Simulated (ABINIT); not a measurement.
# A GW chain in ABINIT: BAs (F-43m), part 3 of 3

Aim: the G0W0 gap of BAs (F-43m) on LDA, step by step.

ABINIT 10.8.3; LDA and many-body steps on it, plane waves. Known limits of the many-body steps: not at the basis limit; no spin-orbit coupling.

So far. Step 4 (Empty states on the mesh, 6×6×6 mesh, 103 bands): On this mesh the gap is 1.238 eV. The earlier step found 1.151 eV, so this mesh misses an edge. Step 5 (Screening, 6×6×6 mesh, 95 bands, screening to 179.6 eV): Local fields lower ε∞ by 9 %.

**6. Self-energy, 6×6×6 mesh, 95 bands, screening to 179.6 eV**

The self-energy is evaluated for the states that the input lists, and the levels follow from it, in one-shot runs by the linearised quasiparticle equation.

This step: G0W0 on LDA, plane waves, norm-conserving pseudopotentials.

Input file run.abi:

```
acell 3*1.0 Angstrom
rprim 
  -0.000000000000 2.388500000000 2.388500000000
  2.388500000000 -0.000000000000 2.388500000000
  2.388500000000 2.388500000000 -0.000000000000
ntypat 2
znucl 5 33
natom 2
typat 1 2
xred 
  0.000000000000 0.000000000000 0.000000000000
  0.250000000000 0.250000000000 0.250000000000
pp_dirpath "pseudos"
pseudos "B.upf, As.upf"
ecut 44
ngkpt 6 6 6
nshiftk 1
shiftk 0 0 0
kptopt 1
chksymbreak 0
istwfk *1
occopt 1
irdwfk 1
optdriver 4
nband 95
gwcalctyp 0
ecutsigx 44
symsigma 1
nkptgw 4
kptgw 
  0.0000000000 0.0000000000 0.0000000000
  0.3333333333 0.3333333333 0.0000000000
  0.5000000000 0.0000000000 0.0000000000
  0.5000000000 0.5000000000 0.0000000000
bdgw 
  11 16
  12 15
  12 16
  12 15
ecuteps 6.6
irdscr 1
ppmodel 1
indata_prefix "in"
outdata_prefix "out"
tmpdata_prefix "tmp"
```

Started as:

```
> OMP_NUM_THREADS=1 mpirun -n 4 abinit run.abi > log
```

Numbers of over 12 decimals in the logs are rounded to 6 here.

The program printed:

```text
.Version 10.8.3 of ABINIT. v10.8.2 released Aug 2026.

 Symmetries : space group F-4 3 m (#216); Bravais cF (face-center cubic)
[... echo of the input left out ...]
== DATASET  1 ==================================================================
-   mpi_nproc: 4, omp_nthreads: 1 (-1 if OMP is not activated)

--- !DatasetInfo
iteration_state: {dtset: 1, }
dimensions: {natom: 2, nkpt: 16, mband: 95, nsppol: 1, nspinor: 1, nspden: 1, mpw: 2637, }
cutoff_energies: {ecut:  44.0, pawecutdg:  -1.0, }
electrons: {nelect:   2.60000000E+01, charge:   0.00000000E+00, occopt:   1.00000000E+00, tsmear:   1.00000000E-02, }

 SIGMA: Calculation of the GW corrections

 Based on a program developped by R.W. Godby, V. Olevano, G. Onida, and L. Reining.
 Incorporated in ABINIT by V. Olevano, G.-M. Rignanese, and M. Torrent.
.Using double precision arithmetic ; gwpc =  8

[... cell and pseudopotentials left out ...]
--------------------------------------------------------------------------------

 ==== K-mesh for the wavefunctions ====
 Number of points in the irreducible wedge :    16
[... list of points left out ...]
 Together with 24 symmetry operations and time-reversal symmetry
 yields   216 points in the full Brillouin Zone.

 ==== Q-mesh for screening function ====
 Number of points in the irreducible wedge :    16
[... list of points left out ...]
 Together with 24 symmetry operations and time-reversal symmetry
 yields   216 points in the full Brillouin Zone.

 vcoul_init : cutoff-mode = AUXILIARY_FUNCTION
 q-points for optical limit:   1
     1)      0.000010    0.000020    0.000030
 setmesh: FFT mesh size selected  =    40x   40x   40
          total number of points  =        64000

 Number of electrons calculated from density =   26.0000; Expected =   26.0000
 average of density, n =  0.141374
 r_s =    1.1908
 omega_plasma =   36.2695 [eV]

 === KS Band Gaps ===
  >>>> For spin  1
   Minimum direct gap =   3.2594 [eV], located at k-point      :   0.0000  0.0000  0.0000
   Fundamental gap    =   1.2383 [eV], Top of valence bands at :   0.0000  0.0000  0.0000
                                       Bottom of conduction at :   0.3333  0.3333  0.0000
 SIGMA fundamental parameters:
 PLASMON POLE MODEL  1
 number of plane-waves for SigmaX                 2637
 number of plane-waves for SigmaC and W            169
 number of plane-waves for wavefunctions          2637
 number of bands                                    95
 number of independent spin polarizations            1
 number of spinorial components                      1
 number of k-points in IBZ                          16
 number of q-points in IBZ                          16
 number of symmetry operations                      24
 number of k-points in BZ                          216
 number of q-points in BZ                          216
 number of frequencies for dSigma/dE                 9
 frequency step for dSigma/dE [eV]                0.25
 number of omega for Sigma on real axis              0
 max omega for Sigma on real axis  [eV]           0.00
 zcut for avoiding poles [eV]                     0.10

 EPSILON^-1 parameters (SCR file):
 dimension of the eps^-1 matrix on file            169
 dimension of the eps^-1 matrix used               169
 number of plane-waves for wavefunctions          2637
 number of bands                                    95
 number of q-points in IBZ                          16
 number of frequencies                               2
 number of real frequencies                          1
 number of imag frequencies                          1

 matrix elements of self-energy operator (all in [eV])

 Perturbative Calculation

--- !SelfEnergy_ee
iteration_state: {dtset: 1, }
kpoint     : [   0.000,    0.000,    0.000, ]
spin       : 1
KS_gap     :    3.259
QP_gap     :    4.173
Delta_QP_KS:    0.914
data: !SigmaeeData |
     Band     E0 <VxcDFT>   SigX SigC(E0)      Z dSigC/dE  Sig(E)    E-E0       E
       11   7.764 -14.374 -15.544   0.714   0.807  -0.240 -14.742  -0.367   7.396
       12   7.764 -14.374 -15.544   0.714   0.807  -0.240 -14.742  -0.367   7.396
       13   7.764 -14.374 -15.544   0.714   0.807  -0.240 -14.742  -0.367   7.396
       14  11.023 -13.345  -8.398  -4.271   0.809  -0.236 -12.798   0.546  11.569
       15  11.023 -13.345  -8.398  -4.271   0.809  -0.236 -12.798   0.546  11.569
       16  11.023 -13.345  -8.398  -4.271   0.809  -0.236 -12.798   0.546  11.569

--- !SelfEnergy_ee
iteration_state: {dtset: 1, }
kpoint     : [   0.333,    0.333,    0.000, ]
spin       : 1
KS_gap     :    4.687
QP_gap     :    5.525
Delta_QP_KS:    0.838
data: !SigmaeeData |
     Band     E0 <VxcDFT>   SigX SigC(E0)      Z dSigC/dE  Sig(E)    E-E0       E
       12   4.315 -13.428 -16.030   1.916   0.796  -0.257 -13.974  -0.546   3.769
       13   4.315 -13.428 -16.030   1.916   0.796  -0.257 -13.974  -0.546   3.769
       14   9.002 -11.928  -7.576  -3.995   0.816  -0.226 -11.637   0.292   9.293
       15  10.852 -11.441  -6.430  -4.598   0.815  -0.227 -11.104   0.337  11.189

--- !SelfEnergy_ee
iteration_state: {dtset: 1, }
kpoint     : [   0.500,    0.000,    0.000, ]
spin       : 1
KS_gap     :    4.491
QP_gap     :    5.323
Delta_QP_KS:    0.831
data: !SigmaeeData |
     Band     E0 <VxcDFT>   SigX SigC(E0)      Z dSigC/dE  Sig(E)    E-E0       E
[...]
16  12.540 -12.685  -7.192  -4.818   0.808  -0.238 -12.140   0.545  13.085

--- !SelfEnergy_ee
iteration_state: {dtset: 1, }
kpoint     : [   0.500,    0.500,    0.000, ]
spin       : 1
KS_gap     :    5.416
QP_gap     :    6.356
Delta_QP_KS:    0.939
data: !SigmaeeData |
     Band     E0 <VxcDFT>   SigX SigC(E0)      Z dSigC/dE  Sig(E)    E-E0       E
       12   3.694 -13.318 -16.213   2.155   0.792  -0.262 -13.904  -0.586   3.108
       13   3.694 -13.318 -16.213   2.155   0.792  -0.262 -13.904  -0.586   3.108
       14   9.110 -11.691  -7.122  -4.137   0.820  -0.220 -11.337   0.354   9.464
       15   9.205 -11.418  -7.020  -4.149   0.816  -0.225 -11.215   0.203   9.408

== END DATASET(S) ==============================================================
================================================================================

 -outvars: echo values of variables after computation  --------
           etotal      0.0000000000E+00
            nband          95
             nkpt          16
          spgroup         216
 [... the other variables as echoed above ...]

 Calculation completed.
```

Elapsed: 27 s, on 4 MPI ranks of Arm Neoverse V1, shared host; peak memory 1 GiB; 1.8 min of CPU time.

This step gave:

- G0W0 gap on the mesh: 1.897 eV
- starting gap on the mesh: 1.238 eV
- k of the valence top: 0, 0, 0
- k of the conduction bottom: 0.3333, 0.3333, 0
- Z at the valence top: 0.807
- Z at the conduction bottom: 0.816
- least direct G0W0 gap on the computed points: 4.173 eV

The gap on the mesh goes from 1.24 eV to 1.90 eV, a correction of +0.66 eV. The start differs from the 1.15 eV found before because the two sample other k points.

Limits: finite bands, cutoff and mesh; no spin-orbit coupling. v1 is the top filled band, c1 the lowest empty one. Levels before and after the correction, in eV, zero at the valence-band top of each column:

|  | conduction bottom | valence top |
| --- | --- | --- |
| Kohn-Sham | 1.24 | 0.00 |
| G0W0 | 1.90 | 0.00 |

|  | level | energy (eV) |
| --- | --- | --- |
| Kohn-Sham | Γ v3-v1 | 0.000 |
| Kohn-Sham | Γ c1-c3 | 3.259 |
| Kohn-Sham | (0.333 0.333 0) v2-v1 | -3.449 |
| Kohn-Sham | (0.333 0.333 0) c1 | 1.238 |
| Kohn-Sham | (0.333 0.333 0) c2 | 3.089 |
| G0W0 | Γ v3-v1 | 0.000 |
| G0W0 | Γ c1-c3 | 4.173 |
| G0W0 | (0.333 0.333 0) v2-v1 | -3.627 |
| G0W0 | (0.333 0.333 0) c1 | 1.897 |
| G0W0 | (0.333 0.333 0) c2 | 3.793 |

**7. Where the time went**

Times are wall times on 4 MPI ranks of Arm Neoverse V1, shared host, good to a factor of about two.

| step | time | share | memory (GiB) |
| --- | --- | --- | --- |
| ground state | 17 s | 6 % | 0.3 |
| bands along the symmetry lines | 13 s | 5 % | 0.29 |
| empty states on the mesh | 68 s | 24 % | 1.7 |
| screening | 2.5 min | 55 % | 1.1 |
| self-energy | 27 s | 10 % | 1.0 |

**8. What came out**

| Property | Result |
| --- | --- |
| LDA gap | 1.15 eV, indirect |
| G0W0 gap on the mesh | 1.90 eV |
| G0W0 gap over the zone (rigid shift) | 1.81 eV |
| GW settings | 6×6×6 mesh, 95 bands, screening to 179.6 eV, Godby-Needs plasmon pole |
| known limits | not at the basis limit; no spin-orbit coupling |

In words: G0W0 moves the gap on the mesh from 1.24 eV to 1.90 eV (+0.66 eV), with Z of 0.81 and 0.82 at the edges. The mesh misses the band edges by 0.09 eV in all; a rigid shift gives 1.81 eV for the zone. Local fields lower the RPA ε∞ on this mesh from 11.69 to 10.67. The dearest step here is «screening». Against experiment, by G0W0@LDA: the gap of 1.81 eV lies −0.01 eV from the measured 1.82 eV (indirect, 300 K, 2019); the direct gap of 4.17 eV lies +0.05 eV from the measured 4.12 eV (direct, 300 K, 2019); the gap of 1.81 eV lies −0.21 eV from the measured 2.02 eV (indirect, 300 K, 2019). An exciton line or allowed optical edge lies below the quasiparticle gap by the binding energy; a forbidden edge can push the onset above it. The calculation has static nuclei and no excitons; a measured gap holds zero-point and thermal motion, which mostly lowers it. Bands and cutoff are finite, so the gap is not at the basis limit. The miss can reach some tenths of an eV and take either sign; the mesh is an error of its own. A denser mesh or path gives a starting gap of 1.15 eV: the GW mesh misses a band edge, so its gaps are not the fundamental one. The many-body steps are scalar-relativistic: spin-orbit coupling is not in them.

[Paths, hosts, dates, memory and timing lines, banners, echoed tables and standing remarks are left out of the program output.]

[Logs are printed without paths, hosts, clocks, repeated set-up lines and the standing remarks that a program may print on its own settings, such as how far it seeks lower states.]

[Runs of the session that timed out or met a known fault of the program may be left out.]

[Hosts, paths, dates, database ids (printed as entryN), source tags and the programs' standing remarks are cut or masked in the printed files.]

[G0W0 gaps are taken among the corrected bands and points alone; a level outside them can change the order at an edge.]

[Where Ansatz stands beside ABINIT at settings called matched, ABINIT's density can come from a denser mesh and the files from another edition; pairs whose starting gaps differed by over 0.03 eV were left out, so agreement reads better than it is.]
